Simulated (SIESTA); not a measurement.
The system is Sn.

```
CELL_PARAMETERS angstrom
-2.94014 2.94014 1.59930
2.94014 -2.94014 1.59930
2.94014 2.94014 -1.59930
ATOMIC_POSITIONS crystal
Sn 0.00000 0.00000 0.00000
Sn 0.75000 0.25000 0.50000
```

* Program: SIESTA 5.4.2
* Task: single point
* Functional: PBE
* Potentials or basis: PseudoDojo 0.4 standard (PBE files)
* Basis: DZP (energy shift 0.003 Ry; two zetas on semicore shells)
* Grid cutoff: 500 Ry
* Energy shift: 0.003 Ry
* k mesh: 9 × 9 × 9
* Occupations: fermi-dirac, width 0.05 eV
* Spin: no spin polarisation

On this cell: pressure 2.2 GPa; largest force under 0.003 eV/Å; band gap on the k mesh none (metal or under the smearing width).

The same run follows on a disturbed copy (atoms moved at random, drawn with an rms of 0.05 Å):

```
Sn
1.0
    -2.94014    2.94014    1.59930
     2.94014   -2.94014    1.59930
     2.94014    2.94014   -1.59930
Sn
2
Direct
  0.00707 0.99527 0.98770
  0.74919 0.24451 0.49911
```

Q: What does the disturbed cell give?

A: The energy (extrapolated to zero smearing) moves by +3.0 meV/atom; pressure 2.3 GPa; largest force 0.207 eV/Å; band gap on the k mesh none (metal or under the smearing width).

Forces in eV/Å, atoms in the order of the input:
```
Sn   0.199  0.055 -0.007
Sn  -0.199 -0.055  0.007
```

Stress tensor (GPa, compression positive):
```
 2.27 -0.04  0.32
-0.04  2.60 -0.09
 0.32 -0.09  2.14
```

Caveats: the basis of atomic orbitals isn't converged, which shifts pressures, moduli and gaps.
